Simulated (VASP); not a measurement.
# Nb (Im-3m) in VASP: notebook

One crystal, Nb, is run at these levels: PBEsol, PBE; tasks: elastic constants.

All numbers are computed with VASP 6.6.1; they aren't measurements. Logs are shortened: lines on timing, memory, paths and dates and some standing lists are left out, and cuts for length are marked.

## (1) The structure

It takes space group Im-3m (No. 229, cubic). Conventional cell: a = 3.268 Å, b = 3.268 Å, c = 3.268 Å, α = 90.00°, β = 90.00°, γ = 90.00°. Nb (site symmetry m-3m) has 8 Nb at 2.83 Å as nearest neighbours.

## (2) Elastic constants, PBEsol

POSCAR

```
Nb
1.0
   -1.6341561200      1.6341561200      1.6341561200
    1.6341561200     -1.6341561200      1.6341561200
    1.6341561200      1.6341561200     -1.6341561200
  Nb
     1
Direct
     0.0000000000000000    0.0000000000000000    0.0000000000000000
```

INCAR.step1

```
SYSTEM = Nb
PREC = Accurate ; ENCUT = 600
EDIFF = 1E-8 ; ISMEAR = 1
SIGMA = 0.2 ; LREAL = .FALSE.
LASPH = .TRUE. ; NELM = 80
ALGO = Normal ; ISIF = 3
LWAVE = .FALSE. ; LCHARG = .FALSE.
GGA = PS ; KPAR = 2
IBRION = 2 ; NSW = 40
EDIFFG = -0.002
```

INCAR.step2

```
SYSTEM = Nb
PREC = Accurate ; ENCUT = 600
EDIFF = 1E-8 ; ISMEAR = 1
SIGMA = 0.2 ; LREAL = .FALSE.
LASPH = .TRUE. ; NELM = 80
ALGO = Normal ; ISIF = 3
LWAVE = .FALSE. ; LCHARG = .FALSE.
GGA = PS ; KPAR = 2
IBRION = 6 ; NFREE = 2
POTIM = 0.015 ; NSW = 1
```

KPOINTS

```
Automatic mesh
0
G
  30 30 30
  0 0 0
```

Potentials or basis: VASP PAW PBE potentials, release 64 (Nb_sv).

Run with:

```
cat potpaw_PBE.64/Nb_sv/POTCAR > POTCAR
cp INCAR.step1 INCAR
mpirun -np 2 vasp_std > vasp.out
cp CONTCAR POSCAR
cp INCAR.step2 INCAR
mpirun -np 2 vasp_std > vasp.out
```

OUTCAR:

```text
SYSTEM = Nb
   PREC = Accurate
   ENCUT = 600
   EDIFF = 1E-8
   ISMEAR = 1
   LREAL = .FALSE.
   LASPH = .TRUE.
   NELM = 80
   ISIF = 3
   GGA = PS
   IBRION = 6
   NFREE = 2
   POTIM = 0.015
   NSW = 1

 ion  position               nearest neighbor table
   1  0.000  0.000  0.000-

  LATTYP: Found a body centered cubic cell.
 ALAT       =     3.2700485888

  Lattice vectors:

 A1 = (  -1.6350242944,   1.6350242944,   1.6350242944)
 A2 = (   1.6350242944,  -1.6350242944,   1.6350242944)
 A3 = (   1.6350242944,   1.6350242944,  -1.6350242944)

Analysis of symmetry for initial positions (statically):
=====================================================================
 Subroutine PRICEL returns:
 Original cell was already a primitive cell.

 Routine SETGRP: Setting up the symmetry group for a
 body centered cubic supercell.

 Subroutine GETGRP returns: Found 48 space group operations
 (whereof 48 operations were pure point group operations)
 out of a pool of 48 trial point group operations.

The static configuration has the point symmetry O_h .

Analysis of symmetry for dynamics (positions and initial velocities):
=====================================================================
 Subroutine PRICEL returns:
 Original cell was already a primitive cell.

 Routine SETGRP: Setting up the symmetry group for a
 body centered cubic supercell.

 Subroutine GETGRP returns: Found 48 space group operations
 (whereof 48 operations were pure point group operations)
 out of a pool of 48 trial point group operations.

The dynamic configuration has the point symmetry O_h .

 Subroutine INISYM returns: Found 48 space group operations
 (whereof 48 operations are pure point group operations),
 and found     1 'primitive' translations

----------------------------------------------------------------------------------------

                                     Primitive cell

  volume of cell :      17.4837

  direct lattice vectors                    reciprocal lattice vectors
    -1.635024294  1.635024294  1.635024294     0.000000000  0.305805854  0.305805854
     1.635024294 -1.635024294  1.635024294     0.305805854  0.000000000  0.305805854
     1.635024294  1.635024294 -1.635024294     0.305805854  0.305805854  0.000000000

  length of vectors
     2.831945150  2.831945150  2.831945150     0.432474786  0.432474786  0.432474786

  position of ions in fractional coordinates (direct lattice)
     0.000000000  0.000000000  0.000000000

  ion indices of the primitive-cell ions
   primitive index   ion index
                 1           1

----------------------------------------------------------------------------------------

 KPOINTS: Automatic mesh

Automatic generation of k-mesh.
 Grid dimensions read from file:
 generate k-points for:   30   30   30

 Generating k-lattice:

  Cartesian coordinates                     Fractional coordinates (reciprocal lattice)
     0.000000000  0.010193528  0.010193528     0.033333333  0.000000000  0.000000000
     0.010193528  0.000000000  0.010193528     0.000000000  0.033333333  0.000000000
     0.010193528  0.010193528  0.000000000     0.000000000  0.000000000  0.033333333

  Length of vectors
     0.014415826  0.014415826  0.014415826

  Shift w.r.t. Gamma in fractional coordinates (k-lattice)
     0.000000000  0.000000000  0.000000000

 Subroutine IBZKPT returns following result:
 ===========================================

 Found    752 irreducible k-points:

 Following reciprocal coordinates:
            Coordinates               Weight
  0.000000  0.000000  0.000000      1.000000
  0.033333  0.000000  0.000000     12.000000
  0.066667  0.000000  0.000000     12.000000
  0.100000  0.000000  0.000000     12.000000
  0.133333  0.000000  0.000000     12.000000
  0.166667  0.000000  0.000000     12.000000
[... 16 lines left out ...]
  0.233333  0.033333  0.000000     48.000000
  0.266667  0.033333  0.000000     48.000000
 [... further k-points ...]
   k-points           NKPTS =    752   k-points in BZ     NKDIM =    752   number of bands    NBANDS=     10
   number of dos      NEDOS =    301   number of ions     NIONS =      1
   total plane-waves  NPLWV =  13824
[... 28 lines left out ...]
   EMIN   =  10.00;   EMAX   =-10.00  energy-range for DOS
   EFERMI =   0.00;   METHOD = LEGACY
   ISMEAR =     1;   SIGMA  =   0.20  broadening in eV -4-tet -1-fermi 0-gaus
   EFERMI_NEDOS =   21; number of points for ismear=-14 and -15
   IALGO  =     38    algorithm
   IMIX   =      4    mixing-type and parameters
     AMIX     =   0.40;   BMIX     =  1.00
     AMIX_MAG =   1.60;   BMIX_MAG =  1.00
  volume/ion in A,a.u.               =      17.48       117.99
  Fermi-wavevector in a.u.,A,eV,Ry     =   1.483127  2.802704 29.928278  2.199666
  Thomas-Fermi vector in A             =   2.596827
   LORBIT       =      0    0 simple, 1 ext, 2 COOP (PROOUT), +10 PAW based schemes
   GGA     = PS    functional components
   LHFCALC =     F    Hartree Fock is set to
   AEXX    =    0.0000 exact exchange contribution
   IVDW    =     0    specifies the selected vdW correction
   LEPSILON=     F    determine dielectric tensor
   LRPA    =     F    only Hartree local field effects (RPA)
 finite differences with symmetry
 non-spin polarized calculation
 Methfessel and Paxton  Order N= 1 SIGMA  =   0.20
  energy-cutoff  :      600.00
  volume of cell :       17.48
 maximum number of plane-waves:       603
   NGX = 11   NGY = 11   NGZ = 11

--------------------------------------- Ionic step        1  -------------------------------------------

 number of electron      13.0000001 magnetization

 Free energy of the ion-electron system (eV)
  ---------------------------------------------------
  ext. energy  EPLUGINS =         0.00000000
  ---------------------------------------------------
  free energy    TOTEN  =       -10.95290380 eV

  energy without entropy =      -10.95375318  energy(sigma->0) =      -10.95318693

------------------------ aborting loop because EDIFF is reached ----------------------------------------

  FORCE on cell =-STRESS in cart. coord.  units (eV):
  Direction    XX          YY          ZZ          XY          YZ          ZX
  --------------------------------------------------------------------------------------
  -------------------------------------------------------------------------------------
  Total        0.0003890      0.0003890      0.0003890     -0.0000000     -0.0000000     -0.0000000
  in kB        0.0356433      0.0356433      0.0356433     -0.0000000     -0.0000000     -0.0000000
  external PRESSURE =       0.0356433 kB  Pullay stress =       0.0000000 kB
[... 86 lines left out ...]
  FREE ENERGIE OF THE ION-ELECTRON SYSTEM (eV)
  ---------------------------------------------------
  free  energy   TOTEN  =       -10.9495220217 eV

  energy  without entropy=      -10.9500847879  energy(sigma->0) =      -10.94970961

[... ionic steps 4 to 12 ...]

--------------------------------------- Ionic step       13  -------------------------------------------

 number of electron      13.0000001 magnetization

------------------------ aborting loop because EDIFF is reached ----------------------------------------
[... 65 lines left out ...]
--------------------------------------- Ionic step       15  -------------------------------------------

 number of electron      13.0000001 magnetization

 Free energy of the ion-electron system (eV)
  ---------------------------------------------------
  ext. energy  EPLUGINS =         0.00000000
  ---------------------------------------------------
  free energy    TOTEN  =       -10.95290323 eV

  energy without entropy =      -10.95375261  energy(sigma->0) =      -10.95318636

 E-fermi :  11.4530     XC(G=0): -12.7846

 val. band max:       11.4483056480   @ k =  -0.2000   0.2000   0.0667
 cond. band min:      11.4530520175   @ k =   0.3333   0.1667   0.1667
 fundamental gap:      0.0047463695
 Fermi energy:        11.4530434186

 k-point     1 :       0.0000    0.0000    0.0000
  band No.  band energies     occupation
      1     -42.7713      2.00000
      2     -18.0192      2.00000
      3     -18.0192      2.00000
      4     -18.0192      2.00000
      5       5.4366      2.00000
      6      11.8192     -0.02655
      7      11.8192     -0.02655
      8      11.8192     -0.02655
      9      14.8298     -0.00000
     10      14.8298     -0.00000
[... 287 lines left out ...]
 k-point    24 :       0.2667    0.0333    0.0000
  band No.  band energies     occupation
      1     -42.6031      2.00000
      2     -18.9568      2.00000
      3     -18.3094      2.00000
      4     -18.0351      2.00000
      5       7.6894      2.00000
      6      10.4240      2.00000
      7      11.4088      1.36425
      8      14.3674     -0.00000
      9      14.9268     -0.00000
     10      15.1195     -0.00000

 [... further k-points ...]
[... 5 lines left out ...]
  --------------------------------------------------------------------------------------
  -------------------------------------------------------------------------------------
  Total        0.0004210      0.0004210      0.0004210      0.0000000     -0.0000000      0.0000000
  in kB        0.0385819      0.0385819      0.0385819      0.0000000     -0.0000000      0.0000000
  external PRESSURE =       0.0385819 kB  Pullay stress =       0.0000000 kB
[... 16 lines left out ...]
  FREE ENERGIE OF THE ION-ELECTRON SYSTEM (eV)
  ---------------------------------------------------
  free  energy   TOTEN  =       -10.9529032341 eV

  energy  without entropy=      -10.9537526143  energy(sigma->0) =      -10.95318636

 INTERNAL STRAIN TENSORS FROM STRAINED CELLS
 ============================================

 INTERNAL STRAIN TENSOR FOR ION    1 for displacements in x,y,z  (eV/Angst):
          X           Y           Z          XY          YZ          ZX
  --------------------------------------------------------------------------------
  x     0.00000    -0.00000     0.00000     0.00000     0.00000     0.00000
  y    -0.00000     0.00000    -0.00000    -0.00000     0.00000     0.00000
  z    -0.00000    -0.00000     0.00000    -0.00000    -0.00000     0.00000

 INTERNAL STRAIN TENSORS FROM DISPLACED ATOMS
 ============================================

 INTERNAL STRAIN TENSOR FOR ION    1 for displacements in x,y,z  (eV/Angst):
          X           Y           Z          XY          YZ          ZX
  --------------------------------------------------------------------------------
  x     0.00000     0.00000     0.00000     0.00000     0.00000     0.00000
  y     0.00000     0.00000     0.00000     0.00000     0.00000     0.00000
  z     0.00000     0.00000     0.00000     0.00000     0.00000     0.00000

 Eigenvectors and eigenvalues of the dynamical matrix
 ----------------------------------------------------

   1 f/i=    0.000000 THz     0.000000 2PiTHz    0.000000 cm-1     0.000000 meV
             X         Y         Z           dx          dy          dz
      0.000000  0.000000  0.000000     1.000000    0.000000    0.000000

   2 f/i=    0.000000 THz     0.000000 2PiTHz    0.000000 cm-1     0.000000 meV
             X         Y         Z           dx          dy          dz
      0.000000  0.000000  0.000000     0.000000    1.000000    0.000000

   3 f/i=    0.000000 THz     0.000000 2PiTHz    0.000000 cm-1     0.000000 meV
             X         Y         Z           dx          dy          dz
      0.000000  0.000000  0.000000     0.000000    0.000000    1.000000

--------------------------------------------------------------------------------------------------------

 ELASTIC MODULI CONTR FROM IONIC RELAXATION (kBar)
 Direction    XX          YY          ZZ          XY          YZ          ZX
 --------------------------------------------------------------------------------
 XX           0.0000      0.0000      0.0000      0.0000      0.0000      0.0000
 YY           0.0000      0.0000      0.0000      0.0000      0.0000      0.0000
 ZZ           0.0000      0.0000      0.0000      0.0000      0.0000      0.0000
 XY           0.0000      0.0000      0.0000      0.0000      0.0000      0.0000
 YZ           0.0000      0.0000      0.0000      0.0000      0.0000      0.0000
 ZX           0.0000      0.0000      0.0000      0.0000      0.0000      0.0000
 --------------------------------------------------------------------------------

 TOTAL ELASTIC MODULI (kBar)
 Direction    XX          YY          ZZ          XY          YZ          ZX
 --------------------------------------------------------------------------------
 XX        2689.0661   1414.2500   1414.2500      0.0000      0.0000      0.0000
 YY        1414.2500   2689.0661   1414.2500      0.0000     -0.0000      0.0000
 ZZ        1414.2500   1414.2500   2689.0661     -0.0000      0.0000      0.0000
 XY           0.0000      0.0000     -0.0000    181.6280     -0.0000      0.0000
 YZ           0.0000     -0.0000      0.0000     -0.0000    181.6280      0.0000
 ZX           0.0000      0.0000      0.0000      0.0000      0.0000    181.6280
 --------------------------------------------------------------------------------
```

It took 29 min on 2 MPI ranks of Intel Xeon Platinum 8559C (Emerald Rapids), shared host; peak memory 2.4 GiB.

Results:

| Property | Result |
| --- | --- |
| Relaxed volume | 17.48 Å³/atom |
| Relaxed cell | a = 2.832 Å, b = 2.832 Å, c = 2.832 Å, α = 109.47°, β = 109.47°, γ = 109.47° |
| Space group after relaxing (to 0.05 Å) | Im-3m (No. 229) |
| Elastic constants C11, C12, C44 | 269, 141, 18 GPa |
| Voigt bulk modulus | 184 GPa |

Final structure:
```
Nb
1.0
    -1.63502    1.63502    1.63502
     1.63502   -1.63502    1.63502
     1.63502    1.63502   -1.63502
Nb
1
Direct
  0.00000 0.00000 0.00000
```

Elastic tensor in Voigt notation (GPa, in the Cartesian axes of the cell as first typed):
```
269 141 141   0   0   0
141 269 141   0   0   0
141 141 269   0   0   0
  0   0   0  18   0   0
  0   0   0   0  18   0
  0   0   0   0   0  18
```

Clamped-ion elastic tensor (GPa):
```
269 141 141   0   0   0
141 269 141   0   0   0
141 141 269   0   0   0
  0   0   0  18   0   0
  0   0   0   0  18   0
  0   0   0   0   0  18
```

Caveat: the PAW data sets were made with another functional, which shifts forces and pressure a little.

## (3) Elastic constants, PBE

This run uses another cell than the first one, of 18.08 Å³/atom, 1.036 times its volume.

POSCAR

```
Nb
1.0
   -1.6533075000      1.6533075000      1.6533075000
    1.6533075000     -1.6533075000      1.6533075000
    1.6533075000      1.6533075000     -1.6533075000
  Nb
     1
Direct
     0.0000000000000000    0.0000000000000000    0.0000000000000000
```

INCAR.step1

```
  PREC = Accurate
  ENCUT = 600
  EDIFF = 1E-8
  ISMEAR = 1
  SIGMA = 0.2
  LREAL = False
  LASPH = True
  NELM = 80
  ALGO = Fast
  ISIF = 3
  LWAVE = False
  LCHARG = False
  GGA = PE
  KPAR = 2
  IBRION = 2
  NSW = 40
  EDIFFG = -0.002
```

INCAR.step2

```
  PREC = Accurate
  ENCUT = 600
  EDIFF = 1E-8
  ISMEAR = 1
  SIGMA = 0.2
  LREAL = False
  LASPH = True
  NELM = 80
  ALGO = Fast
  ISIF = 3
  LWAVE = False
  LCHARG = False
  GGA = PE
  KPAR = 2
  IBRION = 6
  NFREE = 2
  POTIM = 0.015
  NSW = 1
```

KPOINTS

```
Automatic mesh
0
Gamma
  30 30 30
```

Potentials or basis: VASP PAW PBE potentials, release 64 (Nb_sv).

Run with:

```
cat potpaw_PBE.64/Nb_sv/POTCAR > POTCAR
cp INCAR.step1 INCAR
mpirun -np 2 vasp_std > vasp.out
cp CONTCAR POSCAR
cp INCAR.step2 INCAR
mpirun -np 2 vasp_std > vasp.out
```

It took 1.7 h on 2 MPI ranks of Intel Xeon Platinum 8488C (Sapphire Rapids), shared host; peak memory 2.8 GiB.

It converged, with:

```
Relaxed volume                         : 18.10 Å³/atom
Relaxed cell                           : a = 2.865 Å, b = 2.865 Å, c = 2.865 Å, α = 109.47°, β = 109.47°, γ = 109.47°
Space group after relaxing (to 0.05 Å) : Im-3m (No. 229)
Elastic constants C11, C12, C44        : 249, 132, 19 GPa
Voigt bulk modulus                     : 171 GPa
```

Final structure:
```
Nb
1.0
    -1.65388    1.65388    1.65388
     1.65388   -1.65388    1.65388
     1.65388    1.65388   -1.65388
Nb
1
Direct
  0.00000 0.00000 0.00000
```

Elastic tensor in Voigt notation (GPa, in the Cartesian axes of the cell as first typed):
```
249 132 132   0   0   0
132 249 132   0   0   0
132 132 249   0   0   0
  0   0   0  19   0   0
  0   0   0   0  19   0
  0   0   0   0   0  19
```

Clamped-ion elastic tensor (GPa):
```
249 132 132   0   0   0
132 249 132   0   0   0
132 132 249   0   0   0
  0   0   0  19   0   0
  0   0   0   0  19   0
  0   0   0   0   0  19
```
